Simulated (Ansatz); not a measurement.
Space group I4/mmm (No. 139). a = 3.228 Å, b = 3.228 Å, c = 7.841 Å, α = 90.00°, β = 90.00°, γ = 90.00°
```tsv
atom	site	symmetry	x	y	z
I	2a	4/mmm	0.0000	0.0000	0.0000
```

Equation of state of this I structure (not necessarily the ground state), with shape and atoms relaxed at each volume where symmetry leaves them free. It has no gap at any of these volumes. Computed with Ansatz 0.2.0, DFT r2SCAN, scalar-relativistic, plane waves, PAW.

Plane waves to 500 eV, a k mesh through Γ of 18×18×18 on the computed 1-atom cell and Gaussian smearing (0.10 eV); no spin polarisation.

```csv
V (Å³/atom),E − E(largest V) (meV/atom),P (GPa)
38.412,1.48,0.80
39.638,-2.73,0.34
40.863,-3.85,-0.01
42.089,-2.72,-0.26
43.315,0.00,-0.43
```

Task: Fit a third-order Birch–Murnaghan equation to E(V).

Result: V0 = 40.79 Å³/atom, B0 = 10 GPa, B0' = 10.0. B0' is unusual or poorly fixed by this range.

Spin-orbit coupling is left out, which matters for the bands of heavy elements. The cell holds layers, and where no dispersion correction was added their binding is poorly described. Spin polarisation was left out, and a magnetic state may lie lower.

This form isn't the element's structure at ambient conditions.